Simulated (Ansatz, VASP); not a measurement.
Two plane-wave programs on Pt

```
Pt
1.0
     2.82750    0.00000    0.00000
    -1.41375    2.44869    0.00000
     0.00000    0.00000    4.90092
Pt
2
Direct
  0.59670 0.33333 0.75000
  0.40330 0.66667 0.25000
```

Change from the starting cell: mode 1 frozen in at -0.193 Å, equal normal strain along x, y and z +0.0250.

Alike in both runs: task single point; functional PBE; k mesh 18 × 18 × 10; occupations gaussian, width 0.15 eV; no spin polarisation.

|  | VASP | Ansatz |
| --- | --- | --- |
| version | VASP 6.6.1 | Ansatz 0.2.0 |
| potentials or method | VASP PAW PBE potentials, release 64 (Pt) | scalar-relativistic, plane waves, PAW |
| plane-wave cutoff (eV) | 520 | 420 |
| valence electrons in the cell | 20 | 36 |

Ansatz gave:

| Property | Result |
| --- | --- |
| gap on the k mesh at the Fermi level (eV) | none |
| pressure (GPa) | -13.7 |
| largest component of the traceless stress (GPa) | 2.71 |
| rms of the force components (eV/Å) | 0.125 |

**Question.** Estimate VASP's values.

**Answer.** gap on the k mesh at the Fermi level (eV): none; pressure (GPa): -14.1; largest component of the traceless stress (GPa): 2.62; rms of the force components (eV/Å): 0.123.

Atom by atom the forces differ by 0.002 eV/Å (rms over components). A gap of «none» marks a metal or a gap that the smearing closes. With one functional, cell and mesh, what is left measures potentials, basis and numerics. The two sets of potentials don't hold the same shells in valence.

Spin-orbit coupling is left out, which matters for the levels of Pt.
